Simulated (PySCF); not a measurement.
# C4H10O (Ethoxy ethane): the cost of one run

Computed with PySCF 2.14.0, with density-fitted response routines of our own, on a single molecule in the gas phase. Atoms count from 0, in the outputs and in this text.

## Step 1: Starting geometry

15 atoms, charge 0, multiplicity 1; geometry from: MMFF94s. The atoms were then displaced at random by about 0.03 Å, so the start is not that level's minimum.

Bonds of the start (Å): C0–C1 1.50, C1–O2 1.39, O2–C3 1.57, C3–C4 1.45, C0–H5 1.20, C0–H6 1.04, C0–H7 1.08, C1–H8 1.17, C1–H9 1.07, C3–H10 1.07, C3–H11 1.13, C4–H12 1.06, C4–H13 1.08, C4–H14 1.07.

## Step 2: Optimising the geometry at PBE0-D3(BJ)/def2-SVP

What the job is given:

```
{"job": {"xc": "PBE0", "basis": "def2-SVP", "d3": "d3bj", "grid": 1, "shake": 0.03, "kind": "geom"}, "charge": 0, "multiplicity": 1}
C     -2.299450    -0.627160    -0.068510
C     -1.217120     0.397010     0.075830
O     -0.045750    -0.328770    -0.083630
C      1.256890     0.525760     0.073720
C      2.392940    -0.351550    -0.108670
H     -3.328250    -0.014320     0.012170
H     -2.282640    -1.351800     0.670760
H     -2.277780    -1.019640    -1.077060
H     -1.244690     0.892880     1.131010
H     -1.260260     1.183770    -0.654630
H      1.112140     1.292280    -0.656190
H      1.169110     0.989350     1.095100
H      2.339150    -1.097420     0.645260
H      3.255080     0.284010     0.045950
H      2.397870    -0.850530    -1.057100
```

Command:

```sh
> OMP_NUM_THREADS=1 python probes_run.py task.json out
```

This one command runs all jobs of the session in turn.

Q: Estimate the wall time and peak memory of this first job on 1 thread of Intel Xeon Platinum 8259CL at 2.50GHz, shared host.

About 43 s, with a peak of 0.51 GiB.
